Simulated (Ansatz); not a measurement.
Runs of Ansatz 0.2.0 on BeS. It takes space group F-43m (No. 216, cubic). The conventional cell has a = 4.850 Å, b = 4.850 Å, c = 4.850 Å, α = 90.00°, β = 90.00°, γ = 90.00°. Around S (site symmetry -43m) lie 4 Be at 2.10 Å. Around Be (site symmetry -43m) lie 4 S at 2.10 Å. 

```tsv
task	level	potentials or basis	cell	k mesh	cutoff (eV)	smearing	atoms under strain	driver	eos	q mesh	points for each segment of the path	other keys	mesh quality	gap on the mesh (eV)	pressure (GPa)
elastic constants	exchange-only PBE	SPMS NC	as given	7 × 7 × 7	707	fixed	relaxed	-	-	-	-	-	not flagged	3.54	12.0
elastic constants	exchange-only PBE	SPMS NC	as given	7 × 7 × 7	707	fixed	relaxed	chain	-	-	-	-	not flagged	3.54	12.0
phonons	exchange-only PBE	as the typed override names	as given	6 × 6 × 6	1080	fixed	-	chain	-	2 × 2 × 2	8	hamiltonian.pseudopotentials = kind paw, source jth	not flagged	(a)	-
projected density of states	r2SCAN-EpsX	JTH PAW	as given	5 × 5 × 5	1080	fermi-dirac 0.1 eV	-	chain	-	-	-	-	coarse	5.08	0.6
```

Alike in all rows: no spin polarisation.

Fill in the values left out.

(a) 3.40.

Caveats: some runs use coarse meshes; the potentials were made for another functional, which shifts forces and pressure (some runs); odd divisions of the mesh miss points on the zone boundary, where band edges often lie, so the gap on the mesh can be too wide (some runs); the cell is more than 3 GPa from zero pressure, which shifts response properties (some runs); the thresholds are loose for stress (some runs).

A k mesh can miss the band edges.
